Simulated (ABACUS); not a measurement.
# TePb (Fm-3m) in ABACUS: notebook

The runs below take TePb through relaxation of cell and atoms, single point, with rPW86PBE, LDA-PW92, SCAN.

Program: ABACUS 3.10.1. These are calculated values, not measurements. Logs are shortened: lines on timing, memory, paths and dates and some standing lists are left out, and cuts for length are marked.

**Experimental background.**

A printed reference work, monograph reports, for a bulk crystal of TePb at 4.2 K: band gap 0.19 eV (direct).

The results are compared with them further down.

### Step 1. The structure

The structure is cubic, space group Fm-3m (No. 225). The conventional cell has a = 6.462 Å, b = 6.462 Å, c = 6.462 Å, α = 90.00°, β = 90.00°, γ = 90.00°. Around Pb (site symmetry m-3m) lie 6 Te at 3.23 Å. Te (site symmetry m-3m) has 6 Pb at 3.23 Å as nearest neighbours.

### Step 2. Relaxation of cell and atoms, rPW86PBE

File INPUT:

```
INPUT_PARAMETERS
suffix              TePb
calculation         cell-relax
basis_type          pw
pseudo_dir          ./
symmetry            1
dft_functional      GGA_X_RPW86+GGA_C_PBE
ecutwfc             40
pseudo_rcut         10
nspin               1
nbands              14
ks_solver           dav
smearing_method     fd
smearing_sigma      0.00367493
scf_thr             1e-08
scf_nmax            100
mixing_type         broyden
mixing_beta         0.7
cal_force           1
cal_stress          1
ecutrho             320
relax_nmax          60
force_thr_ev        0.005
relax_method        cg
out_stru            1
stress_thr          1
kpar                4
```

File STRU:

```
ATOMIC_SPECIES
Pb 207.2000 pb_pbe_v1.uspp.F.UPF
Te 127.6000 te_pbe_v1.uspp.F.UPF

LATTICE_CONSTANT
8.6347709725

LATTICE_VECTORS
0.0000000000 0.7071067812 0.7071067812
0.7071067812 0.0000000000 0.7071067812
0.7071067812 0.7071067812 0.0000000000

ATOMIC_POSITIONS
Cartesian

Pb
0.0
1
0.0000000000 0.0000000000 0.0000000000 1 1 1

Te
0.0
1
0.7071067812 0.7071067812 0.7071067812 1 1 1
```

File KPT:

```
K_POINTS
0
Gamma
6 6 6 0 0 0
```

Potentials or basis: GBRV ultrasoft 1.5 PBE, plane waves.

Command:

```
$ OMP_NUM_THREADS=1 mpirun -np 4 abacus > log
```

running log:

```text
ABACUS v3.10.1

               Atomic-orbital Based Ab-initio Computation at UStc

 ------------------------------------------------------------------------------------

 READING GENERAL INFORMATION
                           global_out_dir = OUT.TePb/
                           global_in_card = INPUT
                               pseudo_dir = ./
                              orbital_dir =
                                    DSIZE = 4
                                    GSIZE = 1

 READING UNITCELL INFORMATION
                                    ntype = 2
                  lattice constant (Bohr) = 8.63477
              lattice constant (Angstrom) = 4.56932

 READING ATOM TYPE 1
                               atom label = Pb
                      L=0, number of zeta = 1
                      L=1, number of zeta = 1
                      L=2, number of zeta = 1
             number of atom for this type = 1

 READING ATOM TYPE 2
                               atom label = Te
                      L=0, number of zeta = 1
                      L=1, number of zeta = 1
                      L=2, number of zeta = 1
             number of atom for this type = 1

                        TOTAL ATOM NUMBER = 2
CARTESIAN COORDINATES ( UNIT =       8.634770972500 Bohr ).
    atom                   x                   y                   z     mag                  vx                  vy                  vz
tauc_Pb1            0.0000000000        0.0000000000        0.0000000000  0.0000        0.0000000000        0.0000000000        0.0000000000
tauc_Te1            0.7071067812        0.7071067812        0.7071067812  0.0000        0.0000000000        0.0000000000        0.0000000000

                          Volume (Bohr^3) = 455.237
                             Volume (A^3) = 67.4591

 Lattice vectors: (Cartesian coordinate: in unit of a_0)
                   +0           +0.707107           +0.707107
            +0.707107                  +0           +0.707107
            +0.707107           +0.707107                  +0
 Reciprocal vectors: (Cartesian coordinate: in unit of 2 pi/a_0)
            -0.707107           +0.707107           +0.707107
            +0.707107           -0.707107           +0.707107
            +0.707107           +0.707107           -0.707107
 The esolver type has been set to : ksdft_pw

                PAO radial cut off (Bohr) = 10

 Read in pseudopotential file is pb_pbe_v1.uspp.F.UPF
                     pseudopotential type = US
          exchange-correlation functional = PBE
                 nonlocal core correction = 1
                        valence electrons = 14
                                     lmax = 2
                           number of zeta = 3
                     number of projectors = 6
                           L of projector = 0
                           L of projector = 0
                           L of projector = 1
                           L of projector = 1
                           L of projector = 2
                           L of projector = 2
 XC functional updated to : GGA_X_RPW86+GGA_C_PBE
          exchange-correlation functional = GGA_X_RPW86+GGA_C_PBE
                PAO radial cut off (Bohr) = 10

 Read in pseudopotential file is te_pbe_v1.uspp.F.UPF
                     pseudopotential type = US
          exchange-correlation functional = PBE
                 nonlocal core correction = 1
                        valence electrons = 6
                                     lmax = 2
                           number of zeta = 2
                     number of projectors = 5
                           L of projector = 0
                           L of projector = 0
                           L of projector = 1
                           L of projector = 1
                           L of projector = 2
 XC functional updated to : GGA_X_RPW86+GGA_C_PBE
          exchange-correlation functional = GGA_X_RPW86+GGA_C_PBE
     initial pseudo atomic orbital number = 13

 SETUP THE ELECTRONS NUMBER
            electron number of element Pb = 14
      total electron number of element Pb = 14
            electron number of element Te = 6
      total electron number of element Te = 6
            AUTOSET number of electrons:  = 20
                           occupied bands = 10
                                   NBANDS = 14
                                   NLOCAL = 18
[... 173 lines left out ...]
 STEP OF RELAXATION : 1
 -------------------------------------------
                                 init_chg = atomic

 PW ALGORITHM --------------- ION=   1  ELEC=   1--------------------------------

 Notice: Threshold on eigenvalues was too large.
 hsover_error=0.2 > DRHO=0.035683
 Origin diag ethr = 0.01
 New diag ethr = 0.000178415
[... 80 lines left out ...]
 charge density convergence is achieved
 final etot is -2601.3311041 eV
 EFERMI = 7.9702256575 eV

 STATE ENERGY(eV) AND OCCUPATIONS    NSPIN == 1
[... levels at 4 further k points ...]

------------------------------------------------------------------------------------------
 TOTAL-FORCE (eV/Angstrom)
------------------------------------------------------------------------------------------
                       Pb1         0.0000000000         0.0000000000         0.0000000000
                       Te1         0.0000000000         0.0000000000         0.0000000000
------------------------------------------------------------------------------------------
[... 13 lines left out ...]
 Largest gradient in stress is 47.537015 kbar.
 Threshold is 1.000000 kbar.

 Relaxation is not converged yet!
CARTESIAN COORDINATES ( UNIT =       8.634770972500 Bohr ).
    atom                   x                   y                   z     mag                  vx                  vy                  vz
tauc_Pb1            0.0000000000        0.0000000000        0.0000000000  0.0000        0.0000000000        0.0000000000        0.0000000000
tauc_Te1            0.7424891667        0.7424891667        0.7424891667  0.0000        0.0000000000        0.0000000000        0.0000000000

                          Volume (Bohr^3) = 527.051227
                             Volume (A^3) = 78.100841
[... 10 lines left out ...]
 -------------------------------------------
 STEP OF RELAXATION : 2
 -------------------------------------------

[... set-up of the moved cell ...]

 PW ALGORITHM --------------- ION=   2  ELEC=   1--------------------------------
 Notice: Threshold on eigenvalues was too large.
 hsover_error=0.200000 > DRHO=0.002083
 Origin diag ethr = 0.010000
 New diag ethr = 0.000010

 Density error is 0.002201962972
                          Error Threshold = 0.000010415247
----------------------------------------------------------
     Energy           Rydberg                 eV
----------------------------------------------------------
 E_KohnSham     -191.2001157121      -2601.4110319436
 E_Harris       -191.5248544039      -2605.8293285136
 E_Fermi        0.4459594811         6.0675900201
----------------------------------------------------------

[... 9 further cycles ...]
 PW ALGORITHM --------------- ION=   2  ELEC=  11--------------------------------

 Density error is 0.000000000907
                          Error Threshold = 0.000000000070
----------------------------------------------------------
     Energy           Rydberg                 eV
----------------------------------------------------------
 E_KohnSham     -191.2007249606      -2601.4193211950
 E_KS(sigma->0) -191.2007247577      -2601.4193184343
 E_Harris       -191.2007298108      -2601.4193871853
 E_band         -7.1345952488        -97.0711483070
 E_one_elec     -53.3940886283       -726.4638448618
 E_Hartree      37.6346257441        512.0453522179
 E_xc           -78.2084131071       -1064.0800497944
 E_Ewald        -97.2328485635       -1322.9207732352
 E_entropy(-TS) -0.0000004058        -0.0000055215
 E_descf        0.0000000000         0.0000000000
[... 4 lines left out ...]
 charge density convergence is achieved
 final etot is -2601.41932119504 eV
 EFERMI = 6.05168352443 eV

 STATE ENERGY(eV) AND OCCUPATIONS    NSPIN == 1
[... levels at 4 further k points ...]

------------------------------------------------------------------------------------------
 TOTAL-FORCE (eV/Angstrom)
------------------------------------------------------------------------------------------
                       Pb1         0.0000000000         0.0000000000         0.0000000000
                       Te1         0.0000000000         0.0000000000         0.0000000000
------------------------------------------------------------------------------------------
[... 13 lines left out ...]
 Largest gradient in stress is 13.089229 kbar.
 Threshold is 1.000000 kbar.

 Relaxation is not converged yet!
CARTESIAN COORDINATES ( UNIT =       8.634770972500 Bohr ).
    atom                   x                   y                   z     mag                  vx                  vy                  vz
tauc_Pb1            0.0000000000        0.0000000000        0.0000000000  0.0000        0.0000000000        0.0000000000        0.0000000000
tauc_Te1            0.7323934924        0.7323934924        0.7323934924  0.0000        0.0000000000        0.0000000000        0.0000000000

                          Volume (Bohr^3) = 505.843175
                             Volume (A^3) = 74.958135
[... 10 lines left out ...]
 -------------------------------------------
 STEP OF RELAXATION : 3
 -------------------------------------------

[... set-up of the moved cell ...]

 PW ALGORITHM --------------- ION=   3  ELEC=   1--------------------------------
 Notice: Threshold on eigenvalues was too large.
 hsover_error=0.200000 > DRHO=0.003469
 Origin diag ethr = 0.010000
 New diag ethr = 0.000017

 Density error is 0.003709572971
                          Error Threshold = 0.000017343912
----------------------------------------------------------
     Energy           Rydberg                 eV
----------------------------------------------------------
 E_KohnSham     -191.2006666438      -2601.4185277537
 E_Harris       -190.7736523778      -2595.6087006097
 E_Fermi        0.4800795892         6.5318179064
----------------------------------------------------------

[... 5 further cycles ...]
 PW ALGORITHM --------------- ION=   3  ELEC=   7--------------------------------

 Density error is 0.000000001342
                          Error Threshold = 0.000000000648
----------------------------------------------------------
     Energy           Rydberg                 eV
----------------------------------------------------------
 E_KohnSham     -191.2016878944      -2601.4324225818
 E_KS(sigma->0) -191.2016876285      -2601.4324189635
 E_Harris       -191.2017429024      -2601.4331710033
 E_band         -6.4819535041        -88.1915018273
 E_one_elec     -51.3435821668       -698.5652732000
 E_Hartree      36.9575188173        502.8328398578
 E_xc           -78.2424697644       -1064.5434143889
 E_Ewald        -98.5731542486       -1341.1565676140
 E_entropy(-TS) -0.0000005319        -0.0000072368
 E_descf        0.0000000000         0.0000000000
[... 92 lines left out ...]
 Largest gradient in stress is 0.225382 kbar.
 Threshold is 1.000000 kbar.

 Relaxation is converged!

 --------------------------------------------
 !FINAL_ETOT_IS -2601.4324225818404557 eV
 --------------------------------------------
```

Wall time 47 s (4 MPI ranks of Intel Xeon 6975P-C (Granite Rapids), shared host); peak memory 0.92 GiB.

What came out:

```yaml
Free_energy: -2601.4324 eV
Relaxed_volume: 37.48 Å³/atom
Relaxed_cell: a = 4.733 Å, b = 4.733 Å, c = 4.733 Å, α = 60.00°, β = 60.00°, γ = 60.00°
Space_group_after_relaxing_to_0.05_Å: Fm-3m (No. 225)
Energy_gained_by_relaxing: 50.7 meV/atom
Ionic_steps: 3
Pressure_after_relaxing: 0.0 GPa
Band_gap_on_the_k_mesh: 0.87 eV, direct
```

The path:
| step | energy change (eV) | largest force (eV/Å) | pressure (GPa) | volume (Å³) |
| --- | --- | --- | --- | --- |
| 1 | 0.0000 | 0.0000 | 4.75 | 67.46 |
| 2 | -0.0882 | 0.0000 | -1.31 | 78.10 |
| 3 | -0.1013 | 0.0000 | 0.02 | 74.96 |

Final structure:
```yaml
crystal:
  lattice:
    - [0.00000, 3.34654, 3.34654]
    - [3.34654, 0.00000, 3.34654]
    - [3.34654, 3.34654, 0.00000]
  atoms:
    - { symbol: Pb, position: [0.00000, 0.00000, 0.00000] }
    - { symbol: Te, position: [0.50000, 0.50000, 0.50000] }
```

Caveat: the potentials were made for another functional, which shifts forces and pressure; spin-orbit coupling is left out, which as a rule narrows the gap of such compounds by several tenths of an eV; the volume moved by +11 % from the deposited cell, more than functionals usually miss.

### Step 3. Single point, LDA-PW92

File INPUT:

```
INPUT_PARAMETERS
suffix              TePb
calculation         scf
basis_type          pw
pseudo_dir          ./
latname             fcc
symmetry            1
dft_functional      LDA_X+LDA_C_PW
ecutwfc             103
pseudo_rcut         10
nspin               1
nbands              34
ks_solver           dav
smearing_method     fd
smearing_sigma      0.00367493
scf_thr             1e-08
scf_nmax            100
mixing_type         broyden
mixing_beta         0.7
cal_force           1
cal_stress          1
out_chg             1
kpar                4
```

File STRU:

```
ATOMIC_SPECIES
Pb 207.2000 Pb.upf
Te 127.6000 Te.upf

LATTICE_CONSTANT
12.2114102173

ATOMIC_POSITIONS
Direct

Pb
0.0
1
0.0000000000 0.0000000000 0.0000000000 1 1 1

Te
0.0
1
0.5000000000 0.5000000000 0.5000000000 1 1 1
```

KPT is that of step 2.

Potentials or basis: PseudoDojo NC SR 0.4.1 LDA stringent, plane waves.

Command:

```
$ OMP_NUM_THREADS=1 mpirun -np 4 abacus > log
```

running log:

```text
ABACUS v3.10.1

               Atomic-orbital Based Ab-initio Computation at UStc

 ------------------------------------------------------------------------------------

 READING GENERAL INFORMATION
                           global_out_dir = OUT.TePb/
                           global_in_card = INPUT
                               pseudo_dir = ./
                              orbital_dir =
                                    DSIZE = 4
                                    GSIZE = 1

 READING UNITCELL INFORMATION
                                    ntype = 2
                  lattice constant (Bohr) = 12.2114
              lattice constant (Angstrom) = 6.462

 READING ATOM TYPE 1
                               atom label = Pb
                      L=0, number of zeta = 1
                      L=1, number of zeta = 1
                      L=2, number of zeta = 1
             number of atom for this type = 1

 READING ATOM TYPE 2
                               atom label = Te
                      L=0, number of zeta = 1
                      L=1, number of zeta = 1
                      L=2, number of zeta = 1
             number of atom for this type = 1

                        TOTAL ATOM NUMBER = 2
DIRECT COORDINATES
    atom                   x                   y                   z     mag                  vx                  vy                  vz
[... 309 lines left out ...]
 E_KohnSham     -981.4087200272      -13352.7506592562
 E_KS(sigma->0) -981.4087184473      -13352.7506377614
 E_Harris       -981.4081852264      -13352.7433829191
 E_band         -135.1558170305      -1838.8892294602
 E_one_elec     -667.2689682577      -9078.6600668863
 E_Hartree      318.6917418889       4336.0235952341
 E_xc           -140.6105579445      -1913.1047870049
 E_Ewald        -492.2209325541      -6697.0093576095
 E_entropy(-TS) -0.0000031597        -0.0000429895
 E_descf        0.0000000000         0.0000000000
 E_exx          0.0000000000         0.0000000000
 E_Fermi        0.7757714618         10.5549122269
----------------------------------------------------------

 charge density convergence is achieved
 final etot is -13352.750659 eV
 EFERMI = 10.554912227 eV

 STATE ENERGY(eV) AND OCCUPATIONS    NSPIN == 1
 1/4 kpoint (Cartesian) = 0.0000 0.0000 0.0000 (7991 pws)
       1       -148.068     0.00925926
       2       -129.441     0.00925926
       3       -98.2750     0.00925926
       4       -98.2750     0.00925926
       5       -98.2750     0.00925926
       6       -70.9838     0.00925926
[... 134 lines left out ...]
      33        25.1274        0.00000
      34        25.1274        0.00000

------------------------------------------------------------------------------------------
 TOTAL-FORCE (eV/Angstrom)
------------------------------------------------------------------------------------------
                       Pb1         0.0000000000         0.0000000000         0.0000000000
                       Te1         0.0000000000         0.0000000000         0.0000000000
------------------------------------------------------------------------------------------

----------------------------------------------------------------
 TOTAL-STRESS (KBAR)
----------------------------------------------------------------
       -16.4597938948         0.0000000000         0.0000000000
         0.0000000000       -16.4597938948        -0.0000000000
         0.0000000000         0.0000000000       -16.4597938948
----------------------------------------------------------------
 TOTAL-PRESSURE: -16.459794 KBAR

 --------------------------------------------
 !FINAL_ETOT_IS -13352.7506592561949219 eV
 --------------------------------------------
```

It took 18 s on 4 MPI ranks of Intel Xeon Platinum 8488C (Sapphire Rapids), shared host; peak memory 0.72 GiB.

Results:

```yaml
Free_energy: -13352.7507 eV
Pressure: -1.6 GPa
Band_gap_on_the_k_mesh: 0.65 eV, direct
```

Levels at points of the mesh, in eV from the valence-band top:
```tsv
k point	band 21	band 22	band 23	band 24	band 25	band 26
(0.00, 0.00, 0.00)	-1.31	-1.31	-1.31	4.02	4.02	4.02
(0.50, 0.50, 0.50)	-0.84	-0.84	0.00	0.65	1.24	1.24
(0.50, 0.50, 0.00)	-4.48	-2.77	-2.77	3.31	5.41	5.41
```

Caveat: spin-orbit coupling is left out, which as a rule narrows the gap of such compounds by several tenths of an eV.

[end of part 1 of 2]
